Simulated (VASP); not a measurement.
# ZnO: convergence, NMR shieldings and orbital susceptibility

ZnO, P6_3mc (no. 186), 4 atoms in the cell. PBE, GIPAW shieldings; PAW potentials Zn, O_h (PBE set). VASP 6.6.1.

Wanted: isotropic shielding within 3 ppm; span within 6 ppm.

POSCAR:
```
ZnO
1.0
    3.2493080000      0.0000000000      0.0000000000
   -1.6246540000      2.8139832727      0.0000000000
    0.0000000000      0.0000000000      5.2057090000
Zn O
2 2
Direct
    0.6666666667      0.3333333333      0.0000000000
    0.3333333333      0.6666666667      0.5000000000
    0.3333333333      0.6666666667      0.8790100000
    0.6666666667      0.3333333333      0.3790100000
```

The series start from ENCUT (eV): 900; k mesh: 7 × 7 × 4; EDIFF (eV): 1e-8; PREC: Accurate; Projectors: LREAL = F, NLSPLINE = T; LNMR_SYM_RED: yes; ALGO: Normal. Each series keeps the choices made before it, and each single choice may use up half of a tolerance.

## ENCUT (eV)

| ENCUT (eV) | Isotropic shielding, largest deviation (ppm) | Span, largest deviation (ppm) | Time (s) |
|---|---|---|---|
| 650 | 10.7 | 2.3 | 418 |
| 800 | 1.8 | 0.1 | 533 |
| 900 | 0.3 | 0.0 | 589 |
| 1000 | 0.4 | 0.0 | 840 |
| 1150 (reference) | 0.0 | 0.0 | 1087 |

## k mesh

| k mesh | Isotropic shielding, largest deviation (ppm) | Span, largest deviation (ppm) | Time (s) |
|---|---|---|---|
| 3 × 3 × 2 | 2211.8 | 140.3 | 133 |
| 4 × 4 × 3 | 726.7 | 81.1 | 269 |
| 5 × 5 × 3 | 424.9 | 7.2 | 315 |
| 7 × 7 × 4 | 115.5 | 13.6 | 589 |
| 8 × 8 × 5 | 46.9 | 8.8 | 1012 |
| 10 × 10 × 6 (reference) | 0.0 | 0.0 | 1597 |

## Question

The rows run from the loosest to the tightest. For each series: choose the loosest value from which every tighter one stays within half of the tolerance.

## Answer

- ENCUT (eV): 900
- k mesh: 10 × 10 × 6, the tightest run, since the next looser one is off by more than half of the tolerance (convergence isn't shown beyond it)

## All choices together

| Input | Isotropic shielding, largest deviation (ppm) | Span, largest deviation (ppm) | Time (s) |
|---|---|---|---|
| defaults but for LCHIMAG, on a 5 × 5 × 3 mesh (naive) | 385.2 | 17.2 | 48 |
| chosen settings | 0.4 | 0.0 | 1597 |
| reference settings throughout | 0.0 | 0.0 | 2083 |

The chosen settings stay within the tolerance of the reference run, but the reference itself isn't shown to be converged in: k mesh, EDIFF (eV).

Values of the reference run: Isotropic shielding: 1469, 1469, 222.6, 222.6 ppm, absolute isotropic shielding with the core part, with the G = 0 term; Span: 21.87, 21.87, 9.65, 9.65 ppm.

## The input

INCAR:
```
GGA = PE
PREC = Accurate
ENCUT = 900
EDIFF = 1E-8
LREAL = False
LASPH = True
ALGO = Normal
NELM = 120
LWAVE = False
LCHARG = False
LCHIMAG = True
LNMR_SYM_RED = True
NLSPLINE = True
ISMEAR = 0
SIGMA = 0.01
KPAR = 4
```

KPOINTS:
```
Automatic mesh
0
Gamma
  10 10 6
  0 0 0
```

Commands:
```
cat potpaw_PBE.64/Zn/POTCAR potpaw_PBE.64/O_h/POTCAR > POTCAR
mpirun -np 4 vasp_std > vasp.out
```

Limits: The pGv and vGv forms of the susceptibility differ by more than 5 %, and the shieldings take over part of that uncertainty through the G = 0 term.

The chosen input took VASP 6.6.1 1597 s on 4 cores (Intel Xeon Platinum 8488C (Sapphire Rapids)), a shared host.

## An input that fails: one k point for a small cell

It runs to its end, but against the unchanged starting input it is off by 776.0 ppm in the isotropic shielding, 2463.0 ppm in the span.

k mesh: 7 × 7 × 4 becomes 1 × 1 × 1.

Changes against the starting input:
```
- KPAR = 4
```
